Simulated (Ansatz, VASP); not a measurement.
# One calculation of SnTe, two programs

```
Te Sn
1.0
     0.00000    3.15085    3.15085
     3.15085    0.00000    3.15085
     3.15085    3.15085    0.00000
Te Sn
1 1
Cartesian
  3.1509 3.1509 3.1509
  0.0000 0.0000 0.0000
```

Alike in both runs: task single point; functional PBE; k mesh 7 × 7 × 7; occupations gaussian, width 0.02 eV; no spin polarisation.

```csv
,VASP,Ansatz
version,VASP 6.6.1,Ansatz 0.2.0
potentials or method,"VASP PAW PBE potentials, release 64 (Te, Sn_d)",Ansatz PAW
plane-wave cutoff (eV),520,420
valence electrons in the cell,20,30
```

|  | VASP | Ansatz | Ansatz less VASP |
| --- | --- | --- | --- |
| gap on the k mesh at the Fermi level (eV) | 0.66 | 0.66 | +0.001 |
| least direct gap on the mesh (eV) | 0.66 | 0.66 | +0.001 |
| pressure (GPa) | 2.2 | 2.2 | +0.06 |

With one functional, cell and mesh, what is left measures potentials, basis and numerics. The two sets of potentials don't hold the same shells in valence.

Spin-orbit coupling is left out, which matters for the levels of Te.
